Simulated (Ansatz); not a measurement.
# Ga2H: one candidate of a structure search

Where does this trial cell of Ga2H go when cell and atoms are let free?

Method: DFT PBE, scalar-relativistic, plane waves, PAW, in Ansatz 0.2.0.

### 1 The structure to begin with

The structure is cubic, space group Pn-3m (No. 224). Conventional cell: a = 4.766 Å, b = 4.766 Å, c = 4.766 Å, α = 90.00°, β = 90.00°, γ = 90.00°. Ga (site symmetry -3m) has 2 H at 2.06 Å as nearest neighbours. H (site symmetry -43m) is surrounded by 4 Ga at 2.06 Å.

Structure file:

```cif
data_structure
_symmetry_space_group_name_H-M 'Pn-3m:1'
_symmetry_Int_Tables_number 224
_cell_length_a 4.7659
_cell_length_b 4.7659
_cell_length_c 4.7659
_cell_angle_alpha 90.000
_cell_angle_beta 90.000
_cell_angle_gamma 90.000
_cell_volume 108.25
loop_
_atom_site_label
_atom_site_type_symbol
_atom_site_symmetry_multiplicity
_atom_site_Wyckoff_symbol
_atom_site_fract_x
_atom_site_fract_y
_atom_site_fract_z
_atom_site_occupancy
Ga1 Ga 4 b 0.25000 0.25000 0.25000 1
H1 H 2 a 0.00000 0.00000 0.00000 1
```

The cell is invented: random cell by space group and Wyckoff sites (Pn-3m, No. 224). Lengths come from tabulated atomic sizes and are only a guess.

### 2 The guess as it stands, on a coarse mesh

File input.yaml:

```yaml
crystal:
  lattice:
    - [4.76590064, 0.0, 0.0]
    - [0.0, 4.76590064, 0.0]
    - [0.0, 0.0, 4.76590064]
  atoms:
    - { symbol: Ga, position: [0.25, 0.25, 0.25] }
    - { symbol: Ga, position: [0.75, 0.75, 0.25] }
    - { symbol: Ga, position: [0.75, 0.25, 0.75] }
    - { symbol: Ga, position: [0.25, 0.75, 0.75] }
    - { symbol: H, position: [0.0, 0.0, 0.0] }
    - { symbol: H, position: [0.5, 0.5, 0.5] }
basis:
  ecutwfc: 420
kpoints:
  mp_grid: { grid: [4, 4, 4] }
hamiltonian:
  xc: pbe
scf:
  occupations: { method: gaussian, width: 0.1 }
  lower_state_search: "off"
output:
  forces: true
  stress: true
  eigenvalues: true
```

On the command line:

```
ansatz run input.yaml --threads 1 --pin off --max-ram 2048MiB --backend cpu --events-out ev --progress --plain --runs-dir out
```

The log of the run (excerpt; [...] marks lines left out):

```text
Warning: RAYON_NUM_THREADS=1 ignored (pool sized by the plan → 1); use --threads N
[...]
Pseudopotentials: kind: paw
Pseudopotential: Ga, paw, valence charge 13, recommended cutoff 420 eV (normal), Ga.paw.azcp
Pseudopotential: H, paw, valence charge 1, recommended cutoff 420 eV (normal), H.paw.azcp
Functional definition: PBE
[...]
Crystal: 6 atoms, lattice volume = 108.252 Å³
Basis set: ecut = 420 eV, 2103 PW (Γ), exchange–correlation on 64×64×64 points (8 copies of the dense FFT grid, shifted against one another)
Bands: 33, of which v1, the nominal top of the filled ones, is band 27 counted from 1 (26 counted from 0)
Symmetry: 48 space group operations
Space group: Pn-3m (ITA 224), of the structure as read, at distance tolerance 4.8e-5 Å
k-points: 10 of 64
[...]
SCF iter   1: F=—  HF=-15161.467225 eV  |F-HF|=—  |Δ(HF+E_count)|=         —  Δρ=1.85e-3  dr2=2.05e-3  ethr=1.77e-3  ⟨swp⟩=5.4  Hψ=1221  notcnv=0  defer=1
[...]
SCF iter   7: F=-15161.466151 eV  HF=-15161.466151 eV  |F-HF|=5.56e-8  |Δ(HF+E_count)|=   4.61e-8  Δρ=8.07e-6  dr2=3.52e-8  ethr=1.85e-10  ⟨swp⟩=6.0  Hψ=1453  notcnv=0
[...]
SCF converged after 7 iterations
Free energy (F): -15161.466151 eV
[...]
E sigma→0 (E₀):  -15161.446249 eV
Entropy (-TS):   -0.039802 eV (-6.634 meV/atom)
Fermi energy:    6.090362 eV
[...]
--- Forces (eV/Å), atoms counted from 1 ---
  atom   1  Ga     0.00000000    -0.00000000    -0.00000000
  atom   2  Ga     0.00000000    -0.00000000     0.00000000
  atom   3  Ga     0.00000000    -0.00000000    -0.00000000
  atom   4  Ga     0.00000000    -0.00000000     0.00000000
  atom   5  H      0.00000000    -0.00000000     0.00000000
  atom   6  H      0.00000000    -0.00000000    -0.00000000
[...]
--- Stress (GPa, compression-positive) ---
       -4.928018       0.000000       0.000000
       -0.000000      -4.928018       0.000000
        0.000000       0.000000      -4.928018
  P = ⅓ Tr σ = -4.9280 GPa (-49.280 kbar)
--- Band table (eV; the first three rows and the last of 10) ---
[...]
```

It took 4.4 s on 1 thread of Arm Neoverse N1, shared host; peak memory 0.36 GiB.

Read-out: pressure -4.9 GPa, largest force 0.00 eV/Å, gap on this mesh none (metal). A guess like this is first relaxed loosely on the coarse mesh.

### 3 Rough relaxation on the coarse mesh

input.yaml, as its differences from that of step 2:

```diff
@@ -25 +25,6 @@
   eigenvalues: true
+relax:
+  adjacent_minimum: "off"
+  f_tol: 0.04
+  max_steps: 70
+  cell: { stress_tol: 0.4 }
```

On the command line:

```
ansatz run input.yaml --threads 1 --pin off --max-ram 2048MiB --backend cpu --events-out ev --progress --plain --runs-dir out
```

The log of the run:

```text
Warning: RAYON_NUM_THREADS=1 ignored (pool sized by the plan → 1); use --threads N
Engine: ansatz 0.2.0, aarch64-unknown-linux-gnu
[... 4 set-up lines as earlier in the session ...]
  parameter kappa = 0.804
  parameter beta = 0.06672455060314922
  exchange = pbe_x(kappa = kappa, mu = beta*pi^2/3)
  correlation = pbe_c(beta = beta)
Crystal: 6 atoms, lattice volume = 108.252 Å³
Basis set: ecut = 420 eV, 2103 PW (Γ), exchange–correlation on 64×64×64 points (8 copies of the dense FFT grid, shifted against one another)
Bands: 33, of which v1, the nominal top of the filled ones, is band 27 counted from 1 (26 counted from 0)
[... 2 set-up lines as earlier in the session ...]
k-points: 10 of 64
Non-local potential: Ga, projectors of the file, l = 0: 2, l = 1: 2, l = 2: 3, l = 3: 1
Non-local potential: H, projectors of the file, l = 0: 2, l = 1: 1
PAW form: soft (Blöchl's): semilocal exchange-correlation on the pseudo side does not see the compensation charge
PAW one-centre angular grid: Ga, 590 points (default); XC on 64 Gauss nodes
PAW one-centre angular grid: H, 110 points (default); XC on 64 Gauss nodes
Initial density: superposition of atomic densities (neutral atoms: chi_scale 0, normalization atom), corrected by the library's trained network
Initial wavefunctions: pseudopotential atomic-orbital guess
Functional: x = pbe(κ = 0.804, μ = 0.2195149727645171), c = pbe(β = 0.06672455060314922)
SCF iter   1: F=—  HF=-15161.467224 eV  |F-HF|=—  |Δ(HF+E_count)|=         —  Δρ=1.85e-3  dr2=2.05e-3  ethr=1.77e-3  ⟨swp⟩=5.4  Hψ=1221  notcnv=0
preconditioner: auto → Kerker (q_TF=auto, 2.430 Å⁻¹)  [metal: Δε(μ)=0.097 eV  Ē_g=14.715 eV  σ=0.100 eV  W_gap=0.44  n_scr=26 (ndim 8)  ℏωp=26.2 eV  f_vac=0.000  D(μ)=7.86/eV (n_scr^D=80)]
SCF iter   2: F=—  HF=-15161.466050 eV  |F-HF|=—  |Δ(HF+E_count)|=   1.17e-3  Δρ=8.92e-4  dr2=9.06e-4  ethr=3.79e-6  ⟨swp⟩=2.0  Hψ=609  notcnv=0  defer=1
SCF iter   3: F=—  HF=-15161.466308 eV  |F-HF|=—  |Δ(HF+E_count)|=   2.58e-4  Δρ=6.39e-4  dr2=2.12e-4  ethr=1.68e-6  ⟨swp⟩=2.0  Hψ=589  notcnv=0  defer=1
SCF iter   4: F=—  HF=-15161.466166 eV  |F-HF|=—  |Δ(HF+E_count)|=   1.42e-4  Δρ=2.14e-4  dr2=4.39e-5  ethr=3.93e-7  ⟨swp⟩=2.1  Hψ=520  notcnv=0  defer=1
SCF iter   5: F=—  HF=-15161.466153 eV  |F-HF|=—  |Δ(HF+E_count)|=   1.27e-5  Δρ=9.55e-5  dr2=5.35e-6  ethr=8.13e-8  ⟨swp⟩=2.0  Hψ=587  notcnv=0  defer=1
SCF iter   6: F=—  HF=-15161.466151 eV  |F-HF|=—  |Δ(HF+E_count)|=   2.41e-6  Δρ=2.90e-5  dr2=5.33e-7  ethr=9.90e-9  ⟨swp⟩=2.0  Hψ=584  notcnv=0  defer=1
SCF iter   7: F=-15161.466151 eV  HF=-15161.466151 eV  |F-HF|=5.54e-8  |Δ(HF+E_count)|=   4.98e-8  Δρ=8.05e-6  dr2=3.50e-8  ethr=1.85e-10  ⟨swp⟩=5.8  Hψ=1452  notcnv=0
SCF 1 converged in 7 iterations: F = -15161.466151 eV  dr2 = 3.50e-8
relax step   1: F+E_penalty+E_count = -15161.46615056 eV  Δ(F+E_penalty+E_count) = +0.000e0 eV  max|allowed force component| = 9.035e-21 eV/Å  Δτ_max = 0.0000 Å  P = -4.928 GPa  Ω = 108.252 Å³  (7 SCF iters, dr2 threshold 1.00e-7 eV, accepted)
Crystal: 6 atoms, lattice volume = 93.179 Å³
Basis set: ecut = 420 eV, 1839 PW (Γ), exchange–correlation on 64×64×64 points (8 copies of the dense FFT grid, shifted against one another)
Initial density: handed on by an earlier stage of this run
Initial wavefunctions: those handed on with the density
iter 1 solved again at ethr=3.92e-5 eV; its pass at ethr=3.10e-3 eV (dr2=2.11e-2 eV) is discarded
SCF iter   1: F=—  HF=-15161.853443 eV  |F-HF|=—  |Δ(HF+E_count)|=         —  Δρ=4.75e-3  dr2=2.17e-2  ethr=3.92e-5  ⟨swp⟩=1.3  Hψ=1616  notcnv=0
preconditioner: auto → Resta (q_TF=auto, 2.491 Å⁻¹)  ε∞=4.5  [insulator: Δε(μ)=0.106 eV  Ē_g=15.060 eV  σ=0.100 eV  W_gap=0.53  n_scr=26 (ndim 8)  ℏωp=28.3 eV  f_vac=0.000  D(μ)=6.20/eV (n_scr^D=80)  ε∞_Penn≈4.5]
SCF iter   2: F=—  HF=-15161.848006 eV  |F-HF|=—  |Δ(HF+E_count)|=   5.44e-3  Δρ=2.96e-3  dr2=6.48e-3  ethr=3.92e-5  ⟨swp⟩=2.4  Hψ=629  notcnv=0
SCF iter   3: F=—  HF=-15161.847082 eV  |F-HF|=—  |Δ(HF+E_count)|=   9.24e-4  Δρ=9.66e-4  dr2=1.17e-3  ethr=1.20e-5  ⟨swp⟩=2.0  Hψ=537  notcnv=0
SCF iter   4: F=—  HF=-15161.846543 eV  |F-HF|=—  |Δ(HF+E_count)|=   5.39e-4  Δρ=2.34e-4  dr2=5.07e-5  ethr=2.17e-6  ⟨swp⟩=2.0  Hψ=595  notcnv=0
SCF iter   5: F=—  HF=-15161.846528 eV  |F-HF|=—  |Δ(HF+E_count)|=   1.47e-5  Δρ=3.43e-5  dr2=9.35e-7  ethr=9.39e-8  ⟨swp⟩=2.0  Hψ=401  notcnv=0
SCF iter   6: F=-15161.846528 eV  HF=-15161.846528 eV  |F-HF|=1.83e-9  |Δ(HF+E_count)|=   1.55e-7  Δρ=7.43e-6  dr2=4.18e-8  ethr=1.11e-9  ⟨swp⟩=5.6  Hψ=1452  notcnv=0
SCF 2 converged in 6 iterations: F = -15161.846528 eV  dr2 = 4.18e-8
relax step   2: F+E_penalty+E_count = -15161.84652836 eV  Δ(F+E_penalty+E_count) = -3.804e-1 eV  max|allowed force component| = 1.988e-19 eV/Å  Δτ_max = 0.0000 Å  P = -2.151 GPa  Ω = 93.179 Å³  energy of the carried Pulay correction = +6.635e-3 eV  (6 SCF iters, dr2 threshold 6.00e-7 eV, accepted)
Crystal: 6 atoms, lattice volume = 84.134 Å³
Basis set: ecut = 420 eV, 1647 PW (Γ), exchange–correlation on 64×64×64 points (8 copies of the dense FFT grid, shifted against one another)
iter 1 solved again at ethr=3.22e-5 eV; its pass at ethr=3.10e-3 eV (dr2=1.74e-2 eV) is discarded
SCF iter   1: F=—  HF=-15161.855454 eV  |F-HF|=—  |Δ(HF+E_count)|=         —  Δρ=4.70e-3  dr2=1.78e-2  ethr=3.22e-5  ⟨swp⟩=1.1  Hψ=1591  notcnv=0
preconditioner: auto → Resta (q_TF=auto, 2.534 Å⁻¹)  ε∞=4.7  [insulator: Δε(μ)=0.122 eV  Ē_g=15.445 eV  σ=0.100 eV  W_gap=0.58  n_scr=26 (ndim 8)  ℏωp=29.7 eV  f_vac=0.000  D(μ)=5.58/eV (n_scr^D=56)  ε∞_Penn≈4.7]
SCF iter   2: F=—  HF=-15161.850325 eV  |F-HF|=—  |Δ(HF+E_count)|=   5.13e-3  Δρ=2.35e-3  dr2=4.22e-3  ethr=3.22e-5  ⟨swp⟩=2.5  Hψ=507  notcnv=0
SCF iter   3: F=—  HF=-15161.849170 eV  |F-HF|=—  |Δ(HF+E_count)|=   1.16e-3  Δρ=6.21e-4  dr2=3.31e-4  ethr=7.82e-6  ⟨swp⟩=2.2  Hψ=587  notcnv=0
SCF iter   4: F=—  HF=-15161.848921 eV  |F-HF|=—  |Δ(HF+E_count)|=   2.48e-4  Δρ=2.95e-4  dr2=4.68e-5  ethr=6.13e-7  ⟨swp⟩=2.0  Hψ=595  notcnv=0
SCF iter   5: F=-15161.848939 eV  HF=-15161.848939 eV  |F-HF|=3.48e-7  |Δ(HF+E_count)|=   1.81e-5  Δρ=2.68e-5  dr2=4.48e-7  ethr=1.11e-9  ⟨swp⟩=4.5  Hψ=1708  notcnv=0
SCF 3 converged in 5 iterations: F = -15161.848939 eV  dr2 = 4.48e-7
relax step   3: F+E_penalty+E_count = -15161.84893912 eV  Δ(F+E_penalty+E_count) = -2.411e-3 eV  max|allowed force component| = 2.163e-19 eV/Å  Δτ_max = 0.0000 Å  P = +2.716 GPa  Ω = 84.134 Å³  energy of the carried Pulay correction = +1.112e-2 eV  (5 SCF iters, dr2 threshold 6.00e-7 eV, rejected (line search))
Crystal: 6 atoms, lattice volume = 88.952 Å³
Basis set: ecut = 420 eV, 1743 PW (Γ), exchange–correlation on 64×64×64 points (8 copies of the dense FFT grid, shifted against one another)
iter 1 solved again at ethr=1.17e-5 eV; its pass at ethr=3.10e-3 eV (dr2=6.34e-3 eV) is discarded
SCF iter   1: F=—  HF=-15161.883730 eV  |F-HF|=—  |Δ(HF+E_count)|=         —  Δρ=2.69e-3  dr2=6.49e-3  ethr=1.17e-5  ⟨swp⟩=1.2  Hψ=1566  notcnv=0
preconditioner: auto → Resta (q_TF=auto, 2.511 Å⁻¹)  ε∞=4.5  [insulator: Δε(μ)=0.127 eV  Ē_g=15.364 eV  σ=0.100 eV  W_gap=0.60  n_scr=26 (ndim 8)  ℏωp=28.9 eV  f_vac=0.000  D(μ)=5.60/eV (n_scr^D=56)  ε∞_Penn≈4.5]
SCF iter   2: F=—  HF=-15161.881834 eV  |F-HF|=—  |Δ(HF+E_count)|=   1.90e-3  Δρ=1.31e-3  dr2=1.48e-3  ethr=1.17e-5  ⟨swp⟩=2.1  Hψ=418  notcnv=0
SCF iter   3: F=—  HF=-15161.881405 eV  |F-HF|=—  |Δ(HF+E_count)|=   4.29e-4  Δρ=3.31e-4  dr2=1.02e-4  ethr=2.75e-6  ⟨swp⟩=2.6  Hψ=606  notcnv=0
SCF iter   4: F=—  HF=-15161.881337 eV  |F-HF|=—  |Δ(HF+E_count)|=   6.76e-5  Δρ=1.71e-4  dr2=1.66e-5  ethr=1.89e-7  ⟨swp⟩=2.0  Hψ=595  notcnv=0
SCF iter   5: F=—  HF=-15161.881322 eV  |F-HF|=—  |Δ(HF+E_count)|=   1.54e-5  Δρ=1.54e-5  dr2=1.71e-7  ethr=3.08e-8  ⟨swp⟩=2.1  Hψ=591  notcnv=0
SCF iter   6: F=—  HF=-15161.881316 eV  |F-HF|=—  |Δ(HF+E_count)|=   5.88e-6  Δρ=4.69e-6  dr2=2.27e-8  ethr=3.17e-10  ⟨swp⟩=2.0  Hψ=599  notcnv=0
SCF iter   7: F=-15161.881316 eV  HF=-15161.881316 eV  |F-HF|=1.51e-10  |Δ(HF+E_count)|=   6.82e-9  Δρ=1.15e-6  dr2=1.17e-9  ethr=7.11e-12  ⟨swp⟩=4.1  Hψ=1186  notcnv=0
SCF 4 converged in 7 iterations: F = -15161.881316 eV  dr2 = 1.17e-9
relax step   4: F+E_penalty+E_count = -15161.88131627 eV  Δ(F+E_penalty+E_count) = -3.479e-2 eV  max|allowed force component| = 2.349e-19 eV/Å  Δτ_max = 0.0000 Å  P = -0.241 GPa  Ω = 88.952 Å³  energy of the carried Pulay correction = +8.678e-3 eV  (7 SCF iters, accepted)
Basis set: ecut = 420 eV, 1743 PW (Γ), exchange–correlation on 60×60×60 points (8 copies of the dense FFT grid, shifted against one another)
Initial wavefunctions: pseudopotential atomic-orbital guess (no wavefunctions were taken with the density)
iter 1 solved again at ethr=2.37e-8 eV; its pass at ethr=3.10e-3 eV (dr2=1.28e-5 eV) is discarded
SCF iter   1: F=—  HF=-15161.873647 eV  |F-HF|=—  |Δ(HF+E_count)|=         —  Δρ=3.37e-4  dr2=2.50e-5  ethr=2.37e-8  ⟨swp⟩=2.5  Hψ=1951  notcnv=0
preconditioner: auto → Resta (q_TF=auto, 2.511 Å⁻¹)  ε∞=4.6  [insulator: Δε(μ)=0.123 eV  Ē_g=15.323 eV  σ=0.100 eV  W_gap=0.59  n_scr=26 (ndim 8)  ℏωp=28.9 eV  f_vac=0.000  D(μ)=5.71/eV (n_scr^D=56)  ε∞_Penn≈4.6]
SCF iter   2: F=—  HF=-15161.873668 eV  |F-HF|=—  |Δ(HF+E_count)|=   2.05e-5  Δρ=2.83e-4  dr2=2.78e-5  ethr=2.37e-8  ⟨swp⟩=2.0  Hψ=597  notcnv=0
SCF iter   3: F=—  HF=-15161.873679 eV  |F-HF|=—  |Δ(HF+E_count)|=   1.13e-5  Δρ=5.47e-5  dr2=6.77e-7  ethr=2.37e-8  ⟨swp⟩=2.0  Hψ=602  notcnv=0
SCF iter   4: F=—  HF=-15161.873674 eV  |F-HF|=—  |Δ(HF+E_count)|=   4.94e-6  Δρ=7.54e-6  dr2=2.99e-8  ethr=1.25e-9  ⟨swp⟩=2.0  Hψ=602  notcnv=0
SCF iter   5: F=-15161.873674 eV  HF=-15161.873674 eV  |F-HF|=1.46e-9  |Δ(HF+E_count)|=   1.46e-7  Δρ=1.72e-6  dr2=5.64e-10  ethr=7.11e-12  ⟨swp⟩=4.8  Hψ=1273  notcnv=0
SCF 5 converged in 5 iterations: F = -15161.873674 eV  dr2 = 5.64e-10
relax step   5: F+E_penalty+E_count = -15161.87367429 eV  Δ(F+E_penalty+E_count) = +7.642e-3 eV  max|allowed force component| = 2.327e-19 eV/Å  Δτ_max = 0.0000 Å  P = -0.270 GPa  Ω = 88.952 Å³  stress off target by 2.70e-1 GPa  SCF on the basis re-selected at this cell (its energy is not comparable with the rows above)  (5 SCF iters)
basis re-selected at this cell: Δ(F+E_penalty+E_count) = +7.642e-3 eV, ΔP = -0.029 GPa vs the last step (what re-selecting the basis moved, of the pressure what is left beyond the Pulay correction that the steps carried, after the strain that the cell walked since its last selection, with what the two solves' SCF thresholds leave and, on support functions, any second-order correction that the steps lacked; it is no measure of the basis error at this ecutwfc). The dense FFT grid was sized anew with the basis: this SCF ran on 30×30×30 points, the steps before it on 32×32×32, so part of this shift can come from that change (see relax.cell in the input reference). This SCF's stress stands 2.70e-1 GPa from its target on what of the cell is left free (relax.cell.stress_tol is 4.00e-1 GPa) and its largest allowed force component is 2.33e-19 eV/Å (relax.f_tol is 4.00e-2 eV/Å): within both
SCF converged after 5 iterations
Free energy (F): -15161.873674 eV
Harris-Foulkes:  -15161.873674 eV  (|F-HF|=1.46e-9)
Internal energy: -15161.845124 eV  (E = F + TS)
E sigma→0 (E₀):  -15161.859399 eV
Entropy (-TS):   -0.028551 eV (-4.758 meV/atom)
Fermi energy:    8.158773 eV
--- Per-component energies (eV) ---
  E_band       = -217.727114
  E_kinetic    = 483.434636
  E_local      = -7529.592402  (includes V_loc(G=0)·N_el)
  E_nonlocal   = 1692.854688
  E_hartree    = 3507.673825
  E_xc         = -293.956663
  E_vxc        = -253.733316  (∫ρ·V_xc dr)
  E_paw        = -7944.347746  (= ΣΔE_a)
  E_vpaw       = -1626.036961  (= ΣTr[D̂ρ^β])
  E_aug_tail   = -0.002450  (compensation charges beyond the density's cutoff)
  E_ewald      = -5077.909012
  E_smearing   = -0.028551  (= −TS)
  E_closure    = -0.000000  (closes the sum)
  Σ components = -15161.873674   (vs F -15161.873674, Δ=0.00e0)
--- Forces (eV/Å), atoms counted from 1 ---
  atom   1  Ga     0.00000000     0.00000000    -0.00000000
  atom   2  Ga     0.00000000     0.00000000     0.00000000
  atom   3  Ga    -0.00000000    -0.00000000     0.00000000
  atom   4  Ga    -0.00000000    -0.00000000    -0.00000000
  atom   5  H     -0.00000000     0.00000000    -0.00000000
  atom   6  H      0.00000000    -0.00000000     0.00000000
  max |Σ_I F_I| component: 2.71e-29 eV/Å
--- Stress (GPa, compression-positive) ---
       -0.270107      -0.000000       0.000000
       -0.000000      -0.270107      -0.000000
        0.000000      -0.000000      -0.270107
  P = ⅓ Tr σ = -0.2701 GPa (-2.701 kbar)
--- Band table (eV; the first three rows and the last of 10) ---
  k-point 0: bands = ["-7.0119", "-6.8017", "-6.8017", "-6.7757", "-6.7757", "-6.7757", "-6.7166", "-6.7166", "-6.7166", "-6.6263", "-6.6263", "-6.5623", "-6.5623", "-6.5623", "-6.5543", "-6.5543", "-6.5543", "-6.5298", "-6.5298", "-6.5298", "-2.9729", "1.2392", "5.1176", "5.1176", "5.1176", "6.0284", "6.0284", "8.4992", "11.6548", "11.6548", "11.6548", "12.5082", "12.5082"]
  k-point 1: bands = ["-6.9611", "-6.7797", "-6.7661", "-6.7626", "-6.7512", "-6.7512", "-6.7327", "-6.6944", "-6.6944", "-6.6424", "-6.6166", "-6.6125", "-6.5819", "-6.5819", "-6.5805", "-6.5718", "-6.5718", "-6.5650", "-6.5374", "-6.5374", "-2.5423", "0.4584", "3.9607", "5.3650", "5.3650", "6.5509", "6.9260", "9.2192", "10.3444", "10.3444", "10.4263", "12.6383", "12.6383"]
  k-point 2: bands = ["-6.8430", "-6.8430", "-6.7183", "-6.7183", "-6.7168", "-6.7168", "-6.6881", "-6.6881", "-6.6752", "-6.6752", "-6.6536", "-6.6536", "-6.6176", "-6.6176", "-6.6048", "-6.6048", "-6.5929", "-6.5929", "-6.5401", "-6.5401", "-1.2845", "-1.2845", "4.9221", "4.9221", "5.6927", "5.6927", "8.0690", "8.0690", "9.2411", "9.2411", "13.1682", "13.1682", "14.0091"]
  k-point 9: bands = ["-6.9836", "-6.7352", "-6.7352", "-6.7352", "-6.7272", "-6.7272", "-6.7272", "-6.7081", "-6.7081", "-6.6895", "-6.6895", "-6.6895", "-6.5671", "-6.5671", "-6.5671", "-6.5586", "-6.5586", "-6.5586", "-6.5448", "-6.5448", "0.3870", "0.7142", "3.0435", "3.0435", "3.0435", "4.6667", "4.6667", "4.6667", "13.5598", "15.7194", "15.7194", "15.7194", "15.9307"]
--- Relaxed structure (4 steps of the walk, 3 accepted, 1 SCFs on fresh bases) ---
  F+E_penalty+E_count = -15161.87367429 eV   max|allowed force component| = 2.327e-19 eV/Å   (the final SCF, on the basis selected at the relaxed cell)
  cell:  # Å, volume = 88.9525 Å³
    - [4.463950091120892, 1.6851887013388314e-33, 1.6691392851356043e-33]
    - [9.14816723583937e-34, 4.463950091120892, -1.2839532962581572e-34]
    - [8.9876730738071e-34, -1.2839532962581572e-34, 4.463950091120892]
  atoms:
    - { symbol: Ga, position: [0.25, 0.25, 0.25] }
    - { symbol: Ga, position: [0.7500000000000001, 0.75, 0.25] }
    - { symbol: Ga, position: [0.7500000000000001, 0.25, 0.75] }
    - { symbol: Ga, position: [0.25, 0.75, 0.75] }
    - { symbol: H, position: [3.278024936171822e-34, -5.612291351227466e-35, 1.3441924125806695e-34] }
    - { symbol: H, position: [0.5, 0.5, 0.5] }
```

Wall time 22 s (1 thread of Arm Neoverse N1, shared host); peak memory 0.39 GiB.

Relaxation path:

```
step  energy from step 1 (eV/cell)  largest force component (eV/Å)  pressure (GPa)  volume (Å³)
   1                        0.0000                          0.0000           -4.93       108.25
   2                       -0.3804                          0.0000           -2.15        93.18
   3                       -0.3828                          0.0000            2.72        84.13
   4                       -0.4152                          0.0000           -0.24        88.95
   5                       -0.4075                          0.0000           -0.27        88.95
```

Step 1 is the start. Step 5 repeats the geometry before it on a plane-wave basis chosen anew for that cell, so its energy need not be comparable with the rows above. Step 3 was tried and not accepted. The walk judges its steps with a correction for the finite basis (Pulay term) that this column leaves out, so accepted steps can climb here and lower ones be refused.

|  | before | after | change |
| --- | --- | --- | --- |
| a (Å) | 4.766 | 4.464 | -6.3 % |
| b (Å) | 4.766 | 4.464 | -6.3 % |
| c (Å) | 4.766 | 4.464 | -6.3 % |
| volume (Å³/atom) | 18.04 | 14.83 | -17.8 % |
| shortest distance (Å) | 2.064 | 1.933 | -6.3 % |
| space group (0.01 Å) | Pn-3m | Pn-3m | same |

The run keeps the 48 symmetry operations of the start, so it could not have lowered the symmetry.

[end of part 1 of 2]
